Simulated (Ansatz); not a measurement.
# Ge: the cost of one run

Computed with Ansatz 0.2.0 (DFT PBE, scalar-relativistic, plane waves, PAW, unless a step names another level, unless a step's input says otherwise).

### Step 1. Starting point

It takes space group Cmmm (No. 65, orthorhombic). Conventional cell: a = 6.822 Å, b = 14.135 Å, c = 4.069 Å, α = 90.00°, β = 90.00°, γ = 90.00°. Around Ge (site symmetry m) lie 4 Ge at 2.49 to 2.51 Å. Around Ge (site symmetry m) lie 4 Ge at 2.49 to 2.52 Å.

Structure file:

```xyz
8
Lattice="3.4109 -7.0673 0.0000 3.4109 7.0673 0.0000 0.0000 0.0000 4.0688" Properties=species:S:1:pos:R:3 pbc="T T T"
Ge    2.1568    2.3704    0.0000
Ge    4.6650   -2.3704    0.0000
Ge    4.6650    2.3704    0.0000
Ge    2.1568   -2.3704    0.0000
Ge    5.5634   -1.2565    2.0344
Ge    1.2584    1.2565    2.0344
Ge    1.2584   -1.2565    2.0344
Ge    5.5634    1.2565    2.0344
```

The cell was relaxed beforehand at this level, from a generated guess; it needn't be the stable form of this composition. At a tolerance of 0.05 Å it has space group Cmmm (No. 65); it has 24.52 Å³/atom, an uncorrected energy of +0.05 eV/atom over the standard state.

### Step 2. Electronic structure at the relaxed geometry

Input file input.yaml:

```yaml
crystal:
  lattice:
    - [3.4108933569, -7.067326248, 0.0]
    - [3.4108933569, 7.067326248, 0.0]
    - [0.0, 0.0, 4.0688429454]
  atoms:
    - { symbol: Ge, position: [0.148462729, 0.4838689242, 0.0] }
    - { symbol: Ge, position: [0.851537271, 0.5161310758, 0.0] }
    - { symbol: Ge, position: [0.5161310758, 0.851537271, 0.0] }
    - { symbol: Ge, position: [0.4838689242, 0.148462729, 0.0] }
    - { symbol: Ge, position: [0.9044289231, 0.7266348835, 0.5] }
    - { symbol: Ge, position: [0.0955710769, 0.2733651165, 0.5] }
    - { symbol: Ge, position: [0.2733651165, 0.0955710769, 0.5] }
    - { symbol: Ge, position: [0.7266348835, 0.9044289231, 0.5] }
basis:
  ecutwfc: 420
kpoints:
  mp_grid: { grid: [6, 6, 10] }
  band_path:
    path:
      - [[0.0, 0.0, 0.0], [-0.5, 0.5, 0.0], [-0.30823258, 0.69176742, 0.0]]
      - [[0.30823258, 0.30823258, 0.0], [0.0, 0.0, 0.0], [0.0, 0.0, 0.5], [0.30823258, 0.30823258, 0.5]]
      - [[-0.30823258, 0.69176742, 0.5], [-0.5, 0.5, 0.5], [-0.5, 0.5, 0.0]]
      - [[0.0, 0.0, 0.0], [0.0, 0.5, 0.0], [0.0, 0.5, 0.5], [0.0, 0.0, 0.5], [-0.5, 0.5, 0.5]]
    npoints: 14
hamiltonian:
  xc: pbe
scf:
  occupations: { method: gaussian, width: 0.1 }
  n_extra_bands: 20
output:
  forces: true
  stress: true
  eigenvalues: true
  populations: true
  dos: { projected: true, de: 0.02, nscf_kmesh: { grid: [8, 8, 12] } }
  bader: true
```

On the command line:

```bash
> ansatz run input.yaml --threads 1 --pin off --max-ram 2560MiB --backend cpu --events-out ev --progress --plain --runs-dir out
```

**Question.** How long does this run take on 1 thread of Arm Neoverse V1, shared host, and how much memory does it need?

About 6.3 min, with a peak of 1.5 GiB.
